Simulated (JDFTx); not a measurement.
Crystal: Ca.

```
CELL_PARAMETERS angstrom
-2.20520 2.20520 2.19611
2.20520 -2.20520 2.19611
2.20520 2.20520 -2.19611
ATOMIC_POSITIONS crystal
Ca 0.50000 0.50000 0.00000
```

This isn't the form of Ca at room conditions, which is fcc.

```yaml
Program: JDFTx 1.7.0 (patched build)
Task: single point
Functional: PBE
Potentials_or_basis: PseudoDojo-SR-PBE-0.5-standard
Cutoff: 925 eV
Density_cutoff: 3701 eV
k_mesh: 9 × 9 × 9
Occupations: fermi-dirac, width 0.05 eV
Spin: no spin polarisation
```

On this cell: pressure -0.2 GPa; band gap on the k mesh none (metal or under the smearing width).

The same run follows on a disturbed copy (cell strained at random at fixed volume):

```
Ca
1.0
    -2.20381    2.16290    2.16035
     2.21237   -2.21105    2.21730
     2.22688    2.23412   -2.20869
Ca
1
Direct
  0.50653 0.49482 0.99392
```

Task: What does the disturbed cell give?

Result: The energy (extrapolated to zero smearing) moves by +0.5 meV/atom; pressure -0.2 GPa; band gap on the k mesh none (metal or under the smearing width).

Stress tensor (GPa, compression positive):
```
-0.21 -0.12 -0.05
-0.12 -0.25  0.21
-0.05  0.21 -0.24
```

Caveats: the empty levels aren't tightly converged.
